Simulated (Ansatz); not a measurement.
Runs of Ansatz 0.2.0 on HfC. It takes space group Fm-3m (No. 225, cubic). Conventional cell: a = 4.650 Å, b = 4.650 Å, c = 4.650 Å, α = 90.00°, β = 90.00°, γ = 90.00°. Hf (site symmetry m-3m) has 6 C at 2.33 Å as nearest neighbours. C (site symmetry m-3m) has 6 Hf at 2.33 Å as nearest neighbours. 

```csv
level,cutoff (eV),gap on the mesh (eV),pressure (GPa)
revPBE,420,none,3.3
LDA,420,none,-11.8
PBEsol,420,none,(b)
PBE0,420,none,-1.7
r2SCAN,500,none,(a)
```

Alike in all rows: task projected density of states; potentials or basis Ansatz PAW; no spin polarisation; cell as given; k mesh 6 × 6 × 6; smearing fermi-dirac 0.05 eV; the mesh is coarse, so values aren't converged.

**Question.** Estimate the missing entries.

**Answer.** (a) -1.4; (b) -6.4.

Caveats: all runs use coarse meshes; the PAW data sets come from PBE, with cores solved anew for the run's functional, which leaves a small shift of forces and pressure; the thresholds are loose for stress (some runs).

A k mesh can miss the band edges, and the runs leave out spin-orbit coupling on Hf.

A gap of «none» marks a metal or a gap under the smearing width.
